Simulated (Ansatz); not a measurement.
# Which state of InCuS2 comes out lowest in this cell?

We look at InCuS2: an experimental structure (space group I-42d), with 8 atoms per cell. Sizeable forces remain on the atoms, so the positions aren't those of the computed minimum. Source: COD entry 9009929, which need not be the ambient phase.

```
CELL_PARAMETERS angstrom
-2.76150 2.76150 5.56000
2.76150 -2.76150 5.56000
2.76150 2.76150 -5.56000
ATOMIC_POSITIONS crystal
Cu 0.00000 0.00000 0.00000
Cu 0.75000 0.25000 0.50000
In 0.50000 0.50000 0.00000
In 0.25000 0.75000 0.50000
S 0.37500 0.33900 0.46400
S 0.66100 0.12500 0.03600
S 0.87500 0.91100 0.53600
S 0.08900 0.62500 0.96400
```

Site labels below count the atoms in this order, from 1.

Level of theory: DFT, PBE+U, PAW, plane waves, scalar-relativistic in Ansatz.

- Hubbard term (Dudarev form): U − J = 6.2 eV on Cu d, on Löwdin-orthonormalised all-electron atomic orbitals
- Plane-wave cutoff: 420 eV
- k-point mesh: 4×4×5 (Γ-centred)
- Occupations: Fermi–Dirac smearing, 0.02 eV

The mesh has less symmetry than the lattice, which lowers the symmetry of the run.

Only collinear orders within this cell were tried; the true ground state may need a larger cell.

Plain SCF: the run stops at the first self-consistent solution.

**Question.** Which state comes out lowest among 5 converged runs with various starts and settings? Give the order, the site moments and the gap.

**Answer.** Non-magnetic, a gap of 0.62 eV on the k-mesh.

Machine: 2 threads of x86-64 server CPU, on a shared host.

**Question.** Estimate the wall time and peak memory of the run “spin on, no moments given (the program may seed its own), plain SCF” on this machine.

**Answer.** 57 s, 0.81 GiB (13 iterations, 27 k-points after symmetry).
